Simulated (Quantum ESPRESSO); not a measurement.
# TiO (P-6m2) in Quantum ESPRESSO: settings compared

One crystal, TiO, is run at these levels: LDA, r2SCAN; tasks: band structure.

Program: Quantum ESPRESSO 7.5. These are calculated values, not measurements. Logs are shortened: lines on timing, memory, paths and dates and some standing lists are left out, and cuts for length are marked.

## 1. Starting point

The structure is hexagonal, space group P-6m2 (No. 187). The conventional cell has a = 3.031 Å, b = 3.031 Å, c = 3.238 Å, α = 90.00°, β = 90.00°, γ = 120.00°. Ti (site symmetry -6m2) has 6 O at 2.38 Å as nearest neighbours. O (site symmetry -6m2) is surrounded by 6 Ti at 2.38 Å.

## 2. Band structure, LDA

File pw.in:

```
&CONTROL
  calculation = 'scf'
  prefix = 'pwscf'
  outdir = './tmp'
  pseudo_dir = './pseudo'
  tprnfor = .true.
  tstress = .true.
  disk_io = 'low'
/
&SYSTEM
  ibrav = 0
  celldm(1) = 8
  nat = 2
  ntyp = 2
  ecutwfc = 45
  ecutrho = 360
  nbnd = 15
  occupations = 'smearing'
  smearing = 'fd'
  degauss = 0.00367493
/
&ELECTRONS
  conv_thr = 4d-10
  electron_maxstep = 120
  mixing_beta = 0.5
/
ATOMIC_SPECIES
Ti    47.8670 ti_lda_v1.4.uspp.F.UPF
O     15.9990 o_lda_v1.2.uspp.F.UPF
CELL_PARAMETERS alat
  0.7159699854676   0.0000000000000   0.0000000000000
 -0.3579849927338   0.6200481957690   0.0000000000000
  0.0000000000000   0.0000000000000   0.7647957842126
ATOMIC_POSITIONS crystal
Ti     0.6666666667    0.3333333333    0.0000000000
O      0.0000000000    0.0000000000    0.5000000000
K_POINTS automatic
10 10 8 0 0 0
```

File bands.in:

```
&CONTROL
  calculation = 'bands'
  prefix = 'pwscf'
  outdir = './tmp'
  pseudo_dir = './pseudo'
  disk_io = 'low'
  verbosity = 'high'
/
&SYSTEM
  ibrav = 0
  celldm(1) = 8
  nat = 2
  ntyp = 2
  ecutwfc = 45
  ecutrho = 360
  nbnd = 15
  occupations = 'smearing'
  smearing = 'fd'
  degauss = 0.00367493
/
&ELECTRONS
  conv_thr = 1d-08
  electron_maxstep = 120
  mixing_beta = 0.5
  diago_full_acc = .true.
  startingwfc = 'random'
/
ATOMIC_SPECIES
Ti    47.8670 ti_lda_v1.4.uspp.F.UPF
O     15.9990 o_lda_v1.2.uspp.F.UPF
CELL_PARAMETERS alat
  0.7159699854676   0.0000000000000   0.0000000000000
 -0.3579849927338   0.6200481957690   0.0000000000000
  0.0000000000000   0.0000000000000   0.7647957842126
ATOMIC_POSITIONS crystal
Ti     0.6666666667    0.3333333333    0.0000000000
O      0.0000000000    0.0000000000    0.5000000000
K_POINTS crystal
60
 0.0000000000  0.0000000000  0.0000000000 1
 0.0714285714  0.0000000000  0.0000000000 1
 0.1428571429  0.0000000000  0.0000000000 1
 0.2142857143  0.0000000000  0.0000000000 1
 0.2857142857  0.0000000000  0.0000000000 1
 0.3571428571  0.0000000000  0.0000000000 1
 0.4285714286  0.0000000000  0.0000000000 1
 0.5000000000  0.0000000000  0.0000000000 1
 0.4444444444  0.1111111111  0.0000000000 1
 0.3888888889  0.2222222222  0.0000000000 1
 0.3333333333  0.3333333333  0.0000000000 1
 0.2916666667  0.2916666667  0.0000000000 1
 0.2500000000  0.2500000000  0.0000000000 1
 0.2083333333  0.2083333333  0.0000000000 1
 0.1666666667  0.1666666667  0.0000000000 1
 0.1250000000  0.1250000000  0.0000000000 1
 0.0833333333  0.0833333333  0.0000000000 1
 0.0416666667  0.0416666667  0.0000000000 1
 0.0000000000  0.0000000000  0.0000000000 1
 0.0000000000  0.0000000000  0.0833333333 1
 0.0000000000  0.0000000000  0.1666666667 1
 0.0000000000  0.0000000000  0.2500000000 1
 0.0000000000  0.0000000000  0.3333333333 1
 0.0000000000  0.0000000000  0.4166666667 1
 0.0000000000  0.0000000000  0.5000000000 1
 0.0714285714  0.0000000000  0.5000000000 1
 0.1428571429  0.0000000000  0.5000000000 1
 0.2142857143  0.0000000000  0.5000000000 1
 0.2857142857  0.0000000000  0.5000000000 1
 0.3571428571  0.0000000000  0.5000000000 1
 0.4285714286  0.0000000000  0.5000000000 1
 0.5000000000  0.0000000000  0.5000000000 1
 0.4583333333  0.0833333333  0.5000000000 1
 0.4166666667  0.1666666667  0.5000000000 1
 0.3750000000  0.2500000000  0.5000000000 1
 0.3333333333  0.3333333333  0.5000000000 1
 0.2962962963  0.2962962963  0.5000000000 1
 0.2592592593  0.2592592593  0.5000000000 1
 0.2222222222  0.2222222222  0.5000000000 1
 0.1851851852  0.1851851852  0.5000000000 1
 0.1481481481  0.1481481481  0.5000000000 1
 0.1111111111  0.1111111111  0.5000000000 1
 0.0740740741  0.0740740741  0.5000000000 1
 0.0370370370  0.0370370370  0.5000000000 1
 0.0000000000  0.0000000000  0.5000000000 1
 0.5000000000  0.0000000000  0.5000000000 1
 0.5000000000  0.0000000000  0.4166666667 1
 0.5000000000  0.0000000000  0.3333333333 1
 0.5000000000  0.0000000000  0.2500000000 1
 0.5000000000  0.0000000000  0.1666666667 1
 0.5000000000  0.0000000000  0.0833333333 1
 0.5000000000  0.0000000000  0.0000000000 1
 0.3333333333  0.3333333333  0.0000000000 1
 0.3333333333  0.3333333333  0.0714285714 1
 0.3333333333  0.3333333333  0.1428571429 1
 0.3333333333  0.3333333333  0.2142857143 1
 0.3333333333  0.3333333333  0.2857142857 1
 0.3333333333  0.3333333333  0.3571428571 1
 0.3333333333  0.3333333333  0.4285714286 1
 0.3333333333  0.3333333333  0.5000000000 1
```

Potentials or basis: GBRV 1.5 LDA.

Run with:

```console
> OMP_NUM_THREADS=1 mpirun -n 2 pw.x -nk 2 -in pw.in > pw.out
> OMP_NUM_THREADS=1 mpirun -n 2 pw.x -nk 2 -in bands.in > bands.out
```

pw.out:

```text
This program is part of the open-source Quantum ESPRESSO suite
     for quantum simulation of materials; please cite
[... 13 lines left out ...]
     --------------------
     sticks:   dense  smooth     PW     G-vecs:    dense   smooth      PW
     Sum         817     421    121                20065     7071    1251

     Using Slab Decomposition

     bravais-lattice index     =            0
     lattice parameter (alat)  =       8.0000  a.u.
     unit-cell volume          =     173.8344 (a.u.)^3
     number of atoms/cell      =            2
     number of atomic types    =            2
     number of electrons       =        18.00
     number of Kohn-Sham states=           15
     kinetic-energy cutoff     =      45.0000  Ry
     charge density cutoff     =     360.0000  Ry
     scf convergence threshold =      4.0E-10
     mixing beta               =       0.5000
     number of iterations used =            8  plain     mixing
     Exchange-correlation= SLA  PZ   NOGX NOGC
                           (   1   1   0   0   0   0   0)

     celldm(1)=   8.000000  celldm(2)=   0.000000  celldm(3)=   0.000000
     celldm(4)=   0.000000  celldm(5)=   0.000000  celldm(6)=   0.000000

     crystal axes: (cart. coord. in units of alat)
               a(1) = (   0.715970   0.000000   0.000000 )
               a(2) = (  -0.357985   0.620048   0.000000 )
               a(3) = (   0.000000   0.000000   0.764796 )

     reciprocal axes: (cart. coord. in units 2 pi/alat)
               b(1) = (  1.396707  0.806389 -0.000000 )
               b(2) = (  0.000000  1.612778  0.000000 )
               b(3) = (  0.000000 -0.000000  1.307539 )

     PseudoPot. # 1 for Ti read from file:
     ti_lda_v1.4.uspp.F.UPF
     Pseudo is Ultrasoft + core correction, Zval = 12.0
     Generated by new atomic code, or converted to UPF format
     Using radial grid of  851 points,  6 beta functions with:
                l(1) =   0
                l(2) =   0
                l(3) =   1
                l(4) =   1
                l(5) =   2
                l(6) =   2
     Q(r) pseudized with  6 coefficients,  rinner =    1.000   1.000   1.000
                                                       1.000   1.000

     PseudoPot. # 2 for O  read from file:
     o_lda_v1.2.uspp.F.UPF
     Pseudo is Ultrasoft + core correction, Zval =  6.0
     Generated by new atomic code, or converted to UPF format
     Using radial grid of  737 points,  5 beta functions with:
                l(1) =   0
                l(2) =   0
                l(3) =   1
                l(4) =   1
                l(5) =   2
     Q(r) pseudized with  8 coefficients,  rinner =    0.900   0.900   0.900
                                                       0.900   0.900

     atomic species   valence    mass     pseudopotential
     Ti               12.00    47.86700     Ti( 1.00)
     O                 6.00    15.99900     O ( 1.00)

     12 Sym. Ops. (no inversion) found

   Cartesian axes

     site n.     atom                  positions (alat units)
         1        Ti     tau(   1) = (   0.3579850   0.2066827   0.0000000  )
         2        O      tau(   2) = (   0.0000000   0.0000000   0.3823979  )

     number of k points=    70  Fermi-Dirac smearing, width (Ry)=  0.0037
                       cart. coord. in units 2pi/alat
        k(    1) = (   0.0000000   0.0000000   0.0000000), wk =   0.0025000
        k(    2) = (   0.0000000   0.0000000   0.1634423), wk =   0.0050000
        k(    3) = (   0.0000000   0.0000000   0.3268846), wk =   0.0050000
        k(    4) = (   0.0000000   0.0000000   0.4903270), wk =   0.0050000
        k(    5) = (   0.0000000   0.0000000  -0.6537693), wk =   0.0025000
        k(    6) = (   0.0000000   0.1612778   0.0000000), wk =   0.0150000
[... 62 lines left out ...]
        k(   69) = (   0.4190120   0.7257500   0.4903270), wk =   0.0300000
        k(   70) = (   0.4190120   0.7257500  -0.6537693), wk =   0.0150000

     Dense  grid:    20065 G-vectors     FFT dimensions: (  36,  36,  40)

     Smooth grid:     7071 G-vectors     FFT dimensions: (  25,  25,  27)

     Check: negative core charge=   -0.000013

     Initial potential from superposition of free atoms

     starting charge      17.0000, renormalised to      18.0000

     negative rho (up, down):  6.396E-04 0.000E+00
     Starting wfcs are   14 randomized atomic wfcs +    1 random wfcs

     Self-consistent Calculation

     iteration #  1     ecut=    45.00 Ry     beta= 0.50
     Davidson diagonalization with overlap
     ethr =  1.00E-02,  avg # of iterations =  3.8

     negative rho (up, down):  6.107E-04 0.000E+00

     total energy              =    -151.61252765 Ry
     estimated scf accuracy    <       0.22594047 Ry

     iteration #  2     ecut=    45.00 Ry     beta= 0.50
     Davidson diagonalization with overlap
     ethr =  1.26E-03,  avg # of iterations =  2.0
[... 60 lines left out ...]
     iteration #  9     ecut=    45.00 Ry     beta= 0.50
     Davidson diagonalization with overlap
     ethr =  3.24E-11,  avg # of iterations =  2.0

     negative rho (up, down):  4.294E-04 0.000E+00

     End of self-consistent calculation

          k = 0.0000 0.0000 0.0000 (   889 PWs)   bands (ev):

   -45.9373 -22.5330 -22.2030 -22.2030  -7.8614   7.0007   7.6279   7.6279
     9.1343  12.0406  12.4643  12.4643  12.8696  12.8696  23.8027

          k = 0.0000 0.0000 0.1634 (   889 PWs)   bands (ev):

   -45.9355 -22.5578 -22.2014 -22.2014  -7.7867   6.3037   7.6621   7.6621
     9.7272  12.1918  12.1918  12.4461  13.0241  13.0241  22.9675
[... 108 lines left out ...]
   -45.8811 -22.6018 -22.5101 -22.2665  -7.0802   5.2404   5.7714   7.0525
    10.5494  12.3199  13.1864  13.2584  13.6952  17.1943  20.7986

          k = 0.0000 0.6451-0.6538 (   888 PWs)   bands (ev):

   -45.8794 -22.6212 -22.5057 -22.2644  -7.0690   5.3075   5.6577   6.9673
    10.6302  12.3824  13.1588  13.3594  13.7420  17.3898  20.9570

          k = 0.0000-0.8064 0.0000 (   880 PWs)   bands (ev):

   -45.8860 -22.5711 -22.4816 -22.2862  -7.0675   4.6707   6.4211   7.6101
     9.8381  12.5219  12.9454  13.2598  13.6340  15.8834  19.8801

          k = 0.0000-0.8064 0.1634 (   890 PWs)   bands (ev):

   -45.8843 -22.5664 -22.5009 -22.2841  -7.0628   4.7388   6.3105   7.4881
     9.9899  12.5553  12.7002  13.4773  13.6499  16.2643  19.8241

          k = 0.0000-0.8064 0.3269 (   898 PWs)   bands (ev):

   -45.8803 -22.5554 -22.5468 -22.2791  -7.0523   4.9125   6.0509   7.2202
    10.3068  12.2747  13.1085  13.5103  13.6916  16.9925  19.8441

          k = 0.0000-0.8064 0.4903 (   890 PWs)   bands (ev):

   -45.8763 -22.5938 -22.5429 -22.2741  -7.0426   5.1447   5.7392   6.9811
    10.5755  12.3202  13.4054  13.4814  13.7525  17.4109  20.3393

          k = 0.0000-0.8064-0.6538 (   892 PWs)   bands (ev):

   -45.8746 -22.6128 -22.5381 -22.2720  -7.0389   5.3982   5.4513   6.8887
    10.6874  12.3910  13.3479  13.6046  13.8065  17.4916  21.3011

          k = 0.1397 0.2419 0.0000 (   880 PWs)   bands (ev):

   -45.9236 -22.5192 -22.3012 -22.2281  -7.6576   6.5849   6.8260   7.6084
     9.6623  12.0093  12.7311  12.7402  13.0631  13.2522  23.6796

          k = 0.1397 0.2419 0.1634 (   881 PWs)   bands (ev):
[... 186 lines left out ...]
   -45.8709 -22.5851 -22.4667 -22.3981  -6.9972   5.4056   5.6397   6.4390
    11.1082  12.4975  13.0154  13.5483  13.6626  18.4001  20.3901

          k = 0.4190 0.7258-0.6538 (   878 PWs)   bands (ev):

   -45.8693 -22.6036 -22.4626 -22.3950  -6.9993   5.3376   5.5244   6.5813
    11.1215  12.5035  13.1386  13.6568  13.8463  18.2408  20.4212

     the Fermi energy is    11.4479 ev

!    total energy              =    -151.67010790 Ry
     estimated scf accuracy    <          1.8E-10 Ry
     smearing contrib. (-TS)   =      -0.00007768 Ry
     internal energy E=F+TS    =    -151.67003022 Ry

     The total energy is F=E-TS. E is the sum of the following terms:
     one-electron contribution =     -46.90450321 Ry
     hartree contribution      =      30.90408721 Ry
     xc contribution           =     -24.82114104 Ry
     ewald contribution        =    -110.84847317 Ry

     convergence has been achieved in   9 iterations

     negative rho (up, down):  4.294E-04 0.000E+00

     Forces acting on atoms (cartesian axes, Ry/au):

     atom    1 type  1   force =     0.00000000    0.00000000    0.00000000
     atom    2 type  2   force =     0.00000000    0.00000000    0.00000000

     Total force =     0.000000     Total SCF correction =     0.000000

     Computing stress (Cartesian axis) and pressure

     negative rho (up, down):  4.294E-04 0.000E+00
          total   stress  (Ry/bohr**3)                   (kbar)     P=     -450.11
  -0.00257908   0.00000000   0.00000000         -379.40        0.00        0.00
   0.00000000  -0.00257908   0.00000000            0.00     -379.40        0.00
  -0.00000000   0.00000000  -0.00402124           -0.00        0.00     -591.55

=------------------------------------------------------------------------------=
   JOB DONE.
=------------------------------------------------------------------------------=
```

Wall time 13 s (2 MPI ranks of Intel Xeon Platinum 8259CL at 2.50GHz (Skylake/Cascade Lake), shared host); peak memory 0.18 GiB.

Results:

| Property | Result |
| --- | --- |
| Free energy | -2063.5769 eV |
| Pressure | -45.0 GPa |
| Band gap on the k mesh | none (metal or under the smearing width) |

Stress tensor (GPa, compression positive):
```
-37.94   0.00   0.00
  0.00 -37.94   0.00
  0.00   0.00 -59.15
```

Levels at the corners of the path, in eV from the Fermi level:
```tsv
point	band 6	band 7	band 8	band 9	band 10	band 11	band 12	band 13
Γ	-4.45	-3.82	-3.82	-2.31	0.59	1.02	1.02	1.42
M	-6.78	-5.03	-3.84	-1.61	1.07	1.50	1.81	2.19
K	-5.96	-5.47	-5.01	0.00	0.27	0.59	0.99	2.54
Γ	-4.45	-3.82	-3.82	-2.31	0.59	1.02	1.02	1.42
A	-7.34	-3.60	-3.60	0.09	0.10	0.10	1.52	1.52
L	-6.05	-6.00	-4.56	-0.76	0.94	1.90	2.16	2.36
H	-6.14	-5.91	-4.89	-0.27	1.06	1.73	2.19	2.41
A	-7.34	-3.60	-3.60	0.09	0.10	0.10	1.52	1.52
L	-6.05	-6.00	-4.56	-0.76	0.94	1.90	2.16	2.36
M	-6.78	-5.03	-3.84	-1.61	1.07	1.50	1.81	2.19
K	-5.96	-5.47	-5.01	0.00	0.27	0.59	0.99	2.54
H	-6.14	-5.91	-4.89	-0.27	1.06	1.73	2.19	2.41
```

Caveat: a pressure of tens of GPa on the cell as given is suspect, and the run, the potentials or the cell itself is likely at fault; semilocal functionals often make such compounds metallic where correlation or magnetic order opens a gap, which also shifts bond lengths.

(Continued in part 2 of 2.)
